**Question**

I have calculated gallium phosphide (GaP) at several volumes, first with density functional theory and then with a one-shot GW correction. The results for the two largest cells are still hidden from me. The row at 20.240 Å³ per atom is the uncompressed starting cell, and the three smaller ones are squeezed versions of it. What gaps should I expect in the last two rows, how sure can I be, and what decides them?

GaP at several volumes, computed with one-shot G0W0 (plasmon-pole model) in Yambo 5.3.0 on Quantum ESPRESSO PBEsol states, without spin–orbit coupling. The GW step uses a 4×4×4 k mesh, 159 bands and a 6 Ry screening cutoff; the gap on scf mesh is the Kohn–Sham gap on an 8×8×8 mesh. All runs use PseudoDojo 0.4.1 standard potentials and a 1088 eV wave cutoff.

| volume (Å³/atom) | shortest distance (Å) | gap on scf mesh (eV) | qp gap (eV) | qp direct gap (eV) |
| --- | --- | --- | --- | --- |
| 17.812 | 2.262 | 1.226 | 1.794 | 3.424 |
| 18.621 | 2.295 | 1.334 | 1.922 | 3.064 |
| 19.431 | 2.328 | 1.431 | 2.004 | 2.704 |
| 20.240 | 2.360 | 1.519 | 2.107 | 2.352 |
| 21.050 | 2.391 | ? | ? | ? |
| 21.860 | 2.421 | ? | ? | ? |

**Answer**

The columns describe two different electronic transitions, and they need to be followed separately. "Gap on scf mesh" is the smallest Kohn-Sham gap, the one before the GW correction. It comes from a Quantum ESPRESSO ground state on a denser k mesh than the one used in the GW step. "Qp gap" is the smallest quasiparticle gap, after that correction, among the levels that were corrected. "Qp direct gap" is the smallest quasiparticle gap with the electron and the hole at the same wave vector.

In all four known rows the highest filled level lies at Γ, the centre of the Brillouin zone, and the lowest empty level lies at X, on its boundary. The gap is therefore indirect. The true minimum of GaP lies slightly off X, at a point these meshes don't contain, so "the gap to X" here stands for that valley.

The two transitions move in opposite directions. From the smallest to the largest known cell the quasiparticle gap to X grows by 0.31 eV, while the direct gap shrinks by 1.07 eV. In the starting cell the direct gap is still the larger one, but only by 2.352 − 2.107 = 0.245 eV. The question is thus which empty level will be the lowest in the next cell.

**Why the two levels respond differently**

The lowest empty state at Γ is, in the standard picture of such semiconductors, an antibonding combination of Ga and P s orbitals. At Γ the wave has the same phase in every unit cell, so the s orbital of each atom meets all four neighbours with the same unfavourable sign. The antibonding push is then as strong as it can be. When the bonds stretch, the orbitals overlap less, the push weakens and the level falls.

The top of the filled levels at Γ is built mainly from bonding p orbitals. Here two effects of stretching oppose each other: weaker bonding pushes the level up, while the roomier cell lowers the kinetic energy of its electrons. The valence top is therefore expected to move much less than the empty s level, whose fall narrows the direct gap.

At X the phase changes between neighbouring cells, and the s–s coupling between Ga and P cancels by symmetry. The empty state there mixes s orbitals of one kind of atom with p orbitals of the other, and lacks the strong antibonding push of the Γ state. That explains why its gap from the valence top does not shrink as the direct gap does. That this gap even rises a little is well known in this family of semiconductors. A likely reason is that the valence top at Γ is built from waves of shorter wavelength than the empty state at X, so it loses more kinetic energy when the crystal expands. The table shows the opposite trends; the orbital explanation is theory, since the make-up of the states was not analysed here.

**From the trend to a forecast**

For a modest change of volume $V$, each Kohn-Sham gap $E$ can be written as

$$E = E_0 + a\,x + b\,x^2,\qquad x=\ln(V/V_0),$$

where $V_0$ is the volume of the starting cell and $E_0$ its gap. The slope $a$ is called a deformation potential, and $b$ allows for a gentle curvature. I fitted this form to the four known rows, once for the direct gap and once for the gap to X. Three constants on four rows leave little check on the curvature. The direct Kohn-Sham gaps come from the same calculations. Near the starting cell, one per cent more volume lowers the direct gap by about 0.08 eV and raises the gap to X by about 0.02 eV.

The GW correction changes much less than the gaps themselves. Across the known rows it varies by only 0.02 eV for either transition, so I add its mean value to each fitted curve. The lower of the two results is the forecast.

Take the cell at 21.050, which was not part of the fit. Here $x=\ln(21.050/20.240)\approx0.039$, and the direct Kohn-Sham gap becomes

$$1.736-8.19\times0.039+1.34\times0.039^2\approx1.42\ \text{eV}.$$

The mean correction of 0.63 eV brings the quasiparticle value to about 2.04 eV. The same steps for X give 2.18 eV, so the Γ level should now be the lower one.

One other level could interfere. The L point, also on the zone boundary, has its own valley, for which no corrected level is available in the known rows. In the starting cell it cannot lie below X before the GW correction, because the Kohn-Sham mesh contains L and found X lowest. If it falls about half as fast as Γ, a rough recalled ratio, it could slip slightly below Γ at 21.050. By 21.860 Γ should be clearly lower.

My forecast is that Γ undercuts X before 21.050 and that the gap falls in both hidden rows:

- **21.050:** Kohn-Sham gap 1.42 eV (+0.02, −0.06); quasiparticle gap 2.04 eV (+0.04, −0.09); direct quasiparticle gap 2.04 ± 0.04 eV.
- **21.860:** Kohn-Sham gap 1.11 ± 0.03 eV; quasiparticle gap and direct quasiparticle gap both 1.74 ± 0.05 eV.

The wider downward margins at 21.050 allow for L. All the ranges are judgements about this calculation at these settings, not about a measured crystal.

**The computed values**

The withheld rows as computed:

| volume (Å³/atom) | shortest distance (Å) | gap on scf mesh (eV) | qp gap (eV) | qp direct gap (eV) |
| --- | --- | --- | --- | --- |
| 21.050 | 2.391 | 1.419 | 2.013 | 2.013 |
| 21.860 | 2.421 | 1.120 | 1.706 | 1.706 |

The rise does end, and all the values lie within the stated ranges. The Kohn-Sham forecasts are closest, within 0.01 eV in both rows. The fitted curve for X alone overshoots the Kohn-Sham gap by 0.18 eV in the first hidden row and by 0.55 eV in the second. A smooth curve through the smallest gap fails here because the gap changes its identity.

The quasiparticle gap now equals the direct quasiparticle gap in both rows. That alone proves nothing: in these two rows only levels at Γ were corrected, so the two columns had to agree. The better evidence is that both Kohn-Sham band edges now lie at Γ, and that the corrected direct gaps lie well below the 2.18 and 2.25 eV estimated for X. Before the correction L is not the lowest valley either, since the Kohn-Sham mesh contains it. At 21.050 a GW correction at L could still alter a close order, and the table cannot settle that.

The quasiparticle forecasts are about 0.03 eV too high in both rows. The Kohn-Sham part was nearly right, and slightly too low, so this miss comes from the assumption of a constant correction. At 21.050 the actual correction is 2.013 − 1.419 = 0.594 eV, below the mean of 0.626 eV that I used by more than the whole spread among the known rows.

There are two plausible reasons for the smaller correction. A crystal with a smaller direct gap is easier to polarise, and stronger screening usually reduces a GW correction, though in the known rows the correction did not fall steadily as the direct gap shrank. But the number of bands and the screening cutoff were held fixed while the cell grew, so the numerical error may also have changed with volume. The single levels point to such an error: between 19.431 and 20.240 both corrected band edges at Γ drop by 0.06 to 0.08 eV relative to their Kohn-Sham values, and most of this cancels in the gap. A further shell of plane waves is expected to enter the screening there, because the fixed cutoff admits more waves in a larger cell. No other shell is expected to enter up to the largest cell, yet the correction to the direct gap goes on falling, from 0.616 eV in the starting cell to 0.586 eV in the largest. The new shell is therefore unlikely to be the whole cause. Repeating the starting cell and both hidden cells with more bands and a higher cutoff would help to separate a real change in screening from numerical error.

**What this means for light emission**

The change from an indirect to a direct gap matters for a light emitter. With a direct gap, an electron and a hole can recombine without help from a lattice vibration or a defect, so emission is much more efficient. By the fitted curves Γ drops below X at about 20.8 Å³ per atom, less than three per cent above the starting volume. If L is the lowest valley for a short stretch around there, the gap becomes direct only at a somewhat larger volume.

The crossing volume should not be used as a design target. Mesh, bands and cutoffs are not converged, and the Ga 3d electrons were treated without their 3s and 3p partners, a known source of error in GW exchange. The direct gap of the starting cell, 2.35 eV, is well below the measured value of roughly 2.8 eV (recalled). If the Γ level is placed too low relative to X, real GaP would have to be stretched further before its gap became direct.

For a related semiconductor, first find which valley is lowest and how far above it the Γ level lies. If Γ is only slightly higher, expansion can soon make the gap direct, whereas compression moves the two levels apart. The printed analysis below gives both fitted curves and the misses.

Output of the analysis:

```
fit of kG on 4 rows: constant 1.736 +/- 0.00013, coefficient of x -8.192 +/- 0.0051, coefficient of xx 1.335 +/- 0.038; rms 6.89e-05, worst 19.431 9.44e-05, leave-one-out rms 0.000462
  rows outside the fit (model, value, miss): 21.05 1.416, 1.419, -0.00267; 21.86 1.113, 1.12, -0.00713
fit of gap_on_scf_mesh on 4 rows: constant 1.519 +/- 0.00025, coefficient of x 2.086 +/- 0.0094, coefficient of xx -1.614 +/- 0.07; rms 0.000127, worst 19.431 0.000175, leave-one-out rms 0.000854
  rows outside the fit (model, value, miss): 21.05 1.598, 1.419, 0.179; 21.86 1.67, 1.12, 0.55
Kohn-Sham gap in eV, margins only for withheld rows:
     row  low end  forecast  high end        miss  rough lower bound for L
  17.812    1.226     1.226     1.226   5.342e-05                    2.042
  18.621    1.334     1.334     1.334  -0.0001673                     1.86
  19.431    1.431     1.431     1.431   0.0001746                    1.686
   20.24    1.519     1.519     1.519   -6.07e-05                    1.519
   21.05    1.356     1.416     1.436    -0.00267                    1.358
   21.86    1.083     1.113     1.143   -0.007133                    1.204
QP gap in eV, margins only for withheld rows:
     row  low end  forecast  high end       miss  direct QP forecast  direct QP miss  QP gap to X
  17.812    1.805     1.805     1.805     0.0113                3.43        0.006346        1.805
  18.621    1.913     1.913     1.913  -0.008917               3.054        -0.01006        1.913
  19.431     2.01      2.01      2.01   0.006425               2.698       -0.005946         2.01
   20.24    2.098     2.098     2.098  -0.008811               2.362         0.00966        2.098
   21.05    1.952     2.042     2.082    0.02925               2.042         0.02925        2.178
   21.86    1.689     1.739     1.789    0.03279               1.739         0.03279        2.249
mean QP correction to the direct gap in known rows, eV: 0.6259
spread of that correction (largest less smallest), eV: 0.01966
mean QP correction to the gap to X in known rows, eV: 0.5793
spread of that correction to the gap to X, eV: 0.02
change of the direct QP gap over the known rows, eV: -1.072
change of the indirect QP gap over the known rows, eV: 0.313
volume where Gamma and X cross in Kohn-Sham, A3/atom: 20.68
volume where Gamma and X cross in QP, A3/atom: 20.78
```
